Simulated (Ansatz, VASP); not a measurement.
# Cross-check of BN between VASP and Ansatz, part 2 of 2

Aim: how closely do two programs agree when they are given the same cell, functional and k mesh? The cell is taken from a series of runs on this material, whose earlier steps may have relaxed, scaled, displaced or heated it; both programs get it as it stands.

VASP 6.6.1 and Ansatz 0.2.0.

So far: Set-up; VASP: zone-centre phonons, LDA.

## Step 3: Ansatz: zone-centre phonons, LDA

Level of this step: Ansatz beside VASP: Kohn-Sham DFT, plane waves, LDA (Ansatz).

Ansatz runs on its PAW soft_1 files.

The same cell, functional (in two slightly different forms) and mesh now go to Ansatz, which takes its cutoff from its data sets.

Contents of input.yaml:

```yaml
crystal:
  lattice:
    - [0.0354801683, 1.8260421592, 1.7733517284]
    - [1.8260421592, 0.0354801683, 1.7733517284]
    - [1.8615223274, 1.8615223274, -1.0e-10]
  atoms:
    - { symbol: B, position: [0.0003063711, 0.0003063711, -0.0003063711] }
    - { symbol: "N", position: [0.2496936289, 0.2496936289, 0.2503063711] }
kpoints:
  mp_grid: { grid: [12, 12, 12] }
hamiltonian:
  xc: lda
  pseudopotentials: { kind: paw, azcp: { folder: soft_1 }, xc_functional: pbe }
scf:
  occupations: { method: fixed }
output:
  eigenvalues: true
phonons:
  method: dfpt
  dielectric: true
  rigid_motions: translations
```

Started as:

```
$ ansatz run input.yaml --threads 4 --pin off --max-ram 10240MiB --backend cpu --events-out ev --progress --plain --runs-dir out
```

Numbers of over 12 decimals in the logs are rounded to 6 here.

What it wrote:

```text
Engine: ansatz 0.2.0, aarch64-unknown-linux-gnu
Pseudopotentials: kind: paw
Pseudopotential: B, paw, valence charge 3, recommended cutoff 420 eV (normal), soft_1/B.paw.azcp
Pseudopotential: N, paw, valence charge 5, recommended cutoff 420 eV (normal), soft_1/N.paw.azcp
Functional definition: SPW92
  exchange = slater_x
  correlation = pw_c
Crystal: 2 atoms, lattice volume = 11.822 Å³
Basis set: ecut = 420 eV, 245 PW (Γ), exchange–correlation on 36×36×36 points (8 copies of the dense FFT grid, shifted against one another)
Bands: 8, of which v1, the nominal top of the filled ones, is band 4 counted from 1 (3 counted from 0)
Symmetry: 4 space group operations
k-points: 868 of 1728 (irreducible under 1 space group operation, time reversal used)
Non-local potential: B, projectors of the file, l = 0: 2, l = 1: 2, l = 2: 1
Non-local potential: N, projectors of the file, l = 0: 2, l = 1: 2, l = 2: 1
PAW form: soft (Blöchl's): semilocal exchange-correlation on the pseudo side does not see the compensation charge
PAW frozen core: B, regenerated for the run's functional, and the local potential with it (the file was generated under x = pbe(κ = 0.804, μ = 0.219515), c = pbe(β = 0.066725))
PAW frozen core: N, regenerated for the run's functional, and the local potential with it (the file was generated under x = pbe(κ = 0.804, μ = 0.219515), c = pbe(β = 0.066725))
PAW one-centre angular grid: B, 110 points (default); XC on 64 Gauss nodes
PAW one-centre angular grid: N, 110 points (default); XC on 64 Gauss nodes
Initial density: superposition of atomic densities (chi_scale 0.1, normalization cell, long waves kept (reshape's long-wave potential 0.00 eV rms))
Initial wavefunctions: pseudopotential atomic-orbital guess
Functional: x = slater, c = lda
SCF iter   1: F=—  HF=-527.155351 eV  |F-HF|=—  |Δ(HF+E_count)|=         —  Δρ=1.43e-1  dr2=1.96e0  ethr=3.10e-3  ⟨swp⟩=3.9  Hψ=39095  notcnv=0  defer=1558
preconditioner: auto → none  [insulator: Δε(μ)=5.244 eV  Ē_g=20.198 eV  n_scr=0 (ndim 8)  ℏωp=30.5 eV  f_vac=0.000  ε∞_Penn≈3.3]
SCF iter   2: F=—  HF=-526.505226 eV  |F-HF|=—  |Δ(HF+E_count)|=   6.50e-1  Δρ=6.39e-2  dr2=2.70e-1  ethr=3.10e-3  ⟨swp⟩=2.0  Hψ=20349  notcnv=0  defer=257
SCF iter   3: F=—  HF=-526.431924 eV  |F-HF|=—  |Δ(HF+E_count)|=   7.33e-2  Δρ=2.18e-2  dr2=3.43e-2  ethr=3.10e-3  ⟨swp⟩=3.0  Hψ=12101  notcnv=0  defer=1604
SCF iter   4: F=—  HF=-526.422068 eV  |F-HF|=—  |Δ(HF+E_count)|=   9.86e-3  Δρ=2.87e-3  dr2=3.35e-4  ethr=4.29e-4  ⟨swp⟩=3.0  Hψ=12162  notcnv=0  defer=1731
SCF iter   5: F=—  HF=-526.422045 eV  |F-HF|=—  |Δ(HF+E_count)|=   2.33e-5  Δρ=1.77e-4  dr2=1.63e-6  ethr=4.19e-6  ⟨swp⟩=3.0  Hψ=11091  notcnv=0  defer=1736
SCF iter   6: F=—  HF=-526.422045 eV  |F-HF|=—  |Δ(HF+E_count)|=   2.61e-7  Δρ=1.63e-5  dr2=6.93e-9  ethr=2.03e-8  ⟨swp⟩=2.5  Hψ=10413  notcnv=0  defer=157
SCF iter   7: F=—  HF=-526.422045 eV  |F-HF|=—  |Δ(HF+E_count)|=   3.21e-8  Δρ=7.08e-7  dr2=4.06e-11  ethr=1.25e-12  ⟨swp⟩=4.8  Hψ=36261  notcnv=0
SCF iter   8: F=-526.422045 eV  HF=-526.422045 eV  |F-HF|=2.27e-13  |Δ(HF+E_count)|=  7.84e-12  Δρ=7.54e-8  dr2=3.03e-13  ethr=1.00e-12  ⟨swp⟩=3.5  Hψ=27424  notcnv=0
SCF 1 converged in 8 iterations: F = -526.422045 eV  dr2 = 3.03e-13
  greatest PAW one-centre occupation: 0.781 electrons in one spin orbital (limit 2), on the N atom at site 1 (counted from 0), in its partial waves of l = 0
NSCF: frozen V_eff on 4 k-points
DFPT response loops at Γ: preconditioner auto → none (the input reference at scf.mixing.eps_inf says where Resta's filter doesn't serve); β = 0.50; Broyden in place of MSR1
SCF converged after 8 iterations
Free energy (F): -526.422045 eV
Harris-Foulkes:  -526.422045 eV  (|F-HF|=2.27e-13)
Internal energy: -526.422045 eV  (E = F + TS)
E sigma→0 (E₀):  -526.422045 eV
Fermi energy:    11.064820 eV
--- Per-component energies (eV) ---
  E_band       = 24.675563
  E_kinetic    = 183.166672
  E_local      = -160.223157  (includes V_loc(G=0)·N_el)
  E_nonlocal   = 44.012487
  E_hartree    = 48.587567
  E_xc         = -92.337116
  E_vxc        = -114.617645  (∫ρ·V_xc dr)
  E_paw        = -191.526357  (= ΣΔE_a)
  E_vpaw       = -24.838825  (= ΣTr[D̂ρ^β])
  E_aug_tail   = 0.000898  (compensation charges beyond the density's cutoff)
  E_ewald      = -358.228917
  E_core_change = 0.125878  (= ΣΔE_core)
  E_smearing   = -0.000000  (= −TS)
  E_closure    = 0.000000  (closes the sum)
  Σ components = -526.422045   (vs F -526.422045, Δ=0.00e0)
--- Band table (eV; the first three rows and the last of 868) ---
  k-point 0: bands = ["-9.1688", "10.7430", "10.8813", "11.0648", "19.1729", "19.1819", "20.1683", "21.5834"]
  k-point 1: bands = ["-9.0038", "9.8819", "10.6996", "10.8221", "19.3488", "19.7757", "20.4121", "21.9163"]
  k-point 2: bands = ["-8.5147", "7.7591", "10.2541", "10.4412", "19.9159", "20.5719", "20.9673", "22.9359"]
  k-point 867: bands = ["-5.0450", "0.1531", "8.8772", "9.3432", "21.3064", "21.5968", "21.7279", "25.8389"]
--- Phonons (Γ-DFPT): 4 representative perturbations + reference, on 868 of 1728 k-points (Σ response iterations 12) ---
  k mesh reduced under 1 symmetry operation, with k and −k counted as one. Each operation leaves every solved perturbation unchanged. A smaller set is not considered because the run solves the response to a homogeneous field
  ASR residual: 1.057e-5 → 0.000e0 eV/Å²; symmetrization residual: 3.476e-7 eV/Å²
  ASR residual per site (eV/Å²): 5.13e-6 1.06e-5
  Γ frequencies (cm⁻¹): 0.00 0.00 0.00 959.94 1038.78 1076.52
  ε∞ (high-frequency dielectric tensor):
        4.654939     0.123222    -0.000000
        0.123222     4.654939    -0.000000
       -0.000000    -0.000000     4.520867
  ε⁰ (static dielectric tensor: ions relaxed, cell fixed):
        7.127421     0.500572    -0.000000
        0.500572     7.127421    -0.000000
       -0.000000    -0.000000     6.674469
  ε⁰ − ε∞ (ionic part):
        2.472482     0.377350    -0.000000
        0.377350     2.472482    -0.000000
       -0.000000    -0.000000     2.153602
  softest optical mode at Γ: 959.94 cm⁻¹; the repairs (sum rule, projections) moved no ω² at Γ by more than (0.57 cm⁻¹)²
  Born effective charges Z* (e; rows j = field, columns β = displacement):
    site 0:
         1.92426    0.03771   -0.00000
         0.03771    1.92426   -0.00000
        -0.00000   -0.00000    1.84564
    site 1:
        -1.92426   -0.03771    0.00000
        -0.03771   -1.92426    0.00000
         0.00000    0.00000   -1.84564
  Z* charge neutrality: 5.273e-6 e pre-enforcement
  k-mesh period / interband length: 30.5 Å / 1.33 Å = 22.95 at k = (0.0000, 0.0000, 0.0000), direct gap 8.108 eV — 14 or more, which is no proof of convergence
  optical modes at Γ without the LO–TO term, one row a degenerate level:
      ω (cm⁻¹)  modes    IR ((D/Å)²/amu)
        959.94      1            14.5555
       1038.78      1            12.8805
       1076.52      1            13.4580
  optical modes at Γ + LO–TO along q̂ = [1.0000, 0.0000, 0.0000]:
      ω (cm⁻¹)  modes    IR ((D/Å)²/amu)
       1009.78      1            14.2099
       1038.78      1            12.8805
       1266.33      1            13.8036
  optical modes at Γ + LO–TO along q̂ = [0.0000, 1.0000, 0.0000]:
      ω (cm⁻¹)  modes    IR ((D/Å)²/amu)
       1009.78      1            14.2099
       1038.78      1            12.8805
       1266.33      1            13.8036
  optical modes at Γ + LO–TO along q̂ = [0.0000, 0.0000, 1.0000]:
      ω (cm⁻¹)  modes    IR ((D/Å)²/amu)
        959.94      1            14.5555
       1076.52      1            13.4580
       1262.17      1            12.8805
```

The column dr2 measures how far the density is from self-consistency, as an energy; F and HF (Harris–Foulkes) agree once it is small.

## Step 4: Differences

Known differences besides the potentials themselves: fixed occupations in Ansatz, narrow Gaussian smearing in VASP; the cutoff is 420 eV in Ansatz and 600 eV in VASP; VASP's log shows a relativistic correction to its local exchange, Ansatz's none. Total energies have different zeros and are not compared.

Compared:

```csv
quantity,Ansatz,VASP,difference
ε∞ xx,4.65,4.65,+0.12 %
ε∞ yy,4.65,4.65,+0.12 %
ε∞ zz,4.52,4.52,+0.12 %
Born charge of B1 (mean of the diagonal) (e),1.90,1.89,0.00
Born charge of N2 (mean of the diagonal) (e),-1.90,-1.89,0.00
optical mode 1 (cm⁻¹),959.9,964.3,-0.46 %
optical mode 2 (cm⁻¹),1038.8,1042.7,-0.37 %
optical mode 3 (cm⁻¹),1076.5,1081.1,-0.42 %
```

Modes are paired by rising frequency, not by their patterns, so a pair may set unlike modes beside each other; they are those without the splitting of longitudinal modes.

## Step 5: Results

```
r.m.s. difference of the optical zone-centre modes, each program's sorted by frequency (zone-centre phonons, LDA) : 4.3 cm⁻¹
```

What this shows: The r.m.s. difference of the optical zone-centre modes, each program's sorted by frequency is 4.3 cm⁻¹ (zone-centre phonons, LDA). Such differences can come from data sets, numerical settings and the points named under the comparisons, not from the functional's error against experiment.

[Lines on the potential files, build, host, timing and source positions are cut from VASP's logs without a mark.]

[Logs are printed without paths, hosts, clocks, repeated set-up lines and the standing remarks that a program may print on its own settings, such as how far it seeks lower states.]

[Hosts, paths, dates, database ids (printed as entryN), source tags and the programs' standing remarks are cut or masked in the printed files.]
